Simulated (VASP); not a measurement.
The system is ZnO (zincite).

```
Zn O
1.0
     3.24931    0.00000    0.00000
    -1.62465    2.81398    0.00000
     0.00000    0.00000    5.20571
Zn O
2 2
Direct
  0.66667 0.33333 0.00000
  0.33333 0.66667 0.50000
  0.33333 0.66667 0.87901
  0.66667 0.33333 0.37901
```

| Property | Result |
| --- | --- |
| Program | VASP 6.6.1 |
| Task | relaxation of cell and atoms |
| Functional | RPBE |
| Potentials or basis | VASP PAW PBE potentials, release 64 (Zn, O) |
| Cutoff | 600 eV |
| k mesh | 9 × 9 × 5 |
| Occupations | fermi-dirac, width 0.05 eV |
| Spin | no spin polarisation |

At the start: pressure 10.5 GPa; volume 11.90 Å³/atom.

How do energy, volume and symmetry change on relaxing?

Over 5 steps the energy falls by 28.8 meV/atom and the volume is 12.85 Å³/atom (+8.0 %); space group P6_3mc (No. 186, to 0.05 Å).

Step by step:
| step | energy change (eV) | largest force (eV/Å) | pressure (GPa) | volume (Å³) |
| --- | --- | --- | --- | --- |
| 1 | 0.0000 | 0.0807 | 10.49 | 47.60 |
| 2 | -0.0939 | 0.0223 | -3.71 | 53.17 |
| 3 | -0.1153 | 0.0022 | 0.05 | 51.35 |
| 4 | -0.1153 | 0.0033 | -0.08 | 51.43 |
| 5 | -0.1153 | 0.0074 | -0.09 | 51.39 |

Final structure:
```
CELL_PARAMETERS angstrom
3.32770 0.00000 0.00000
-1.66385 2.88187 0.00000
0.00000 0.00000 5.35831
ATOMIC_POSITIONS crystal
Zn 0.66667 0.33333 0.99950
Zn 0.33333 0.66667 0.49950
O 0.33333 0.66667 0.87951
O 0.66667 0.33333 0.37951
```

Caveat: the PAW data sets were made with another functional, which shifts forces and pressure a little.
